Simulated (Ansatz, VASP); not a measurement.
Given: the input of a run of VASP 6.6.1 on Nb.

File INCAR:

```
SYSTEM = Nb
ALGO = Normal
EDIFF = 1E-6
ENCUT = 520
GGA = PE
ISIF = 2
ISMEAR = -1
LASPH = .True.
LCHARG = .False.
LREAL = .False.
LWAVE = .False.
NBANDS = 12
NELM = 80
PREC = Accurate
SIGMA = 0.05
```

Contents of KPOINTS:

```
k-points
0
Gamma
  10 10 10
  0 0 0
```

File POSCAR:

```
Nb
1.0
    2.6641215647      0.0000000000      0.0000000000
    0.0000000000      2.6641215647      0.0000000000
    0.0000000000      0.0000000000      2.6641215647
Nb
1
Direct
    0.5000000000      0.5000000000      0.5000000000
```

Potentials or basis: VASP PAW PBE potentials, release 64 (Nb_sv).

The run is started by

```sh
$ cat potpaw_PBE.64/Nb_sv/POTCAR > POTCAR
$ mpirun -np 1 vasp_std > vasp.out
```

Problem. Translate it to Ansatz 0.2.0. Potentials there: Ansatz PAW soft_1.

Solution. As run (the cutoff follows the program's own potentials):

input.yaml

```yaml
crystal:
  lattice:
    - [2.6641215647, 0.0, 0.0]
    - [0.0, 2.6641215647, 0.0]
    - [0.0, 0.0, 2.6641215647]
  atoms:
    - { symbol: Nb, position: [0.5, 0.5, 0.5] }
hamiltonian:
  xc: pbe
  pseudopotentials: { kind: paw, azcp: { folder: soft_1 } }
kpoints:
  mp_grid: { grid: [10, 10, 10] }
scf:
  occupations: { method: fermi_dirac, width: 0.05 }
output:
  forces: true
  stress: true
  eigenvalues: true
```

Potentials or basis: Ansatz PAW soft_1.

Run with:

```bash
$ ansatz run input.yaml --threads 1 --pin off --max-ram 3584MiB --backend cpu --events-out ev --progress --plain --runs-dir out
```

Both were run:

|  | VASP | Ansatz | Ansatz less VASP |
| --- | --- | --- | --- |
| gap on the k mesh at the Fermi level (eV) | none | none | - |
| pressure (GPa) | 9.0 | 9.1 | +0.12 |

A gap of «none» marks a metal or a gap that the smearing closes.
